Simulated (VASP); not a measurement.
**Os: equilibrium volume by level of theory**

Symmetry: Im-3m, No. 229, cubic system. The conventional cell has a = 3.037 Å, b = 3.037 Å, c = 3.037 Å, α = 90.00°, β = 90.00°, γ = 90.00°. Around Os (site symmetry m-3m) lie 8 Os at 2.63 Å.

This isn't the form of Os at room conditions, which is hcp.

```tsv
rung	level	program and potentials	cutoff (eV)	k mesh	smearing	equilibrium volume (Å³/atom)	notes
LDA	LDA	VASP, LDA PAW files Os, 600 eV	600	20 × 20 × 20	gaussian 0.1	14.19	-
GGA	PBE	VASP, PBE PAW files Os, 600 eV	600	20 × 20 × 20	gaussian 0.1	(a)	-
GGA + dispersion	PBE+D3(BJ)	VASP, PBE PAW files Os, 600 eV	600	20 × 20 × 20	gaussian 0.1	14.50	-
GGA	PBEsol	VASP, PBE PAW files Os, 300 eV	300	20 × 20 × 20	gaussian 0.1	(b)	potentials made for PBE
GGA	PBEsol	VASP, PBE PAW files Os, 580 eV	580	20 × 20 × 20	gaussian 0.1	14.38	potentials made for PBE
GGA	PBEsol	VASP, PBE PAW files Os, 600 eV	600	20 × 20 × 20	gaussian 0.1	14.38	potentials made for PBE
GGA	PBEsol	VASP, PBE PAW files Os, 600 eV	600	8 × 8 × 8	gaussian 0.1	14.37	coarse mesh; potentials made for PBE
GGA	RPBE	VASP, PBE PAW files Os, 600 eV	600	20 × 20 × 20	gaussian 0.1	14.93	potentials made for PBE
```

Task: relaxation of cell and atoms. All rows: no spin polarisation. Smearing widths are in eV. For a metal such meshes aren't converged. Meshes differ between rows, which moves values too. Meshes are those of the run's cell of 1 atom unless a note names another. Relaxations start from the cell shown or near it and stop with a little pressure left. Runs on faulty files, with rough fits or with known faults for this quantity aren't shown. No row holds spin-orbit coupling.

Problem. Estimate the values left out from the other rows.

Solution. (a) 14.78 Å³/atom; (b) 14.33 Å³/atom.
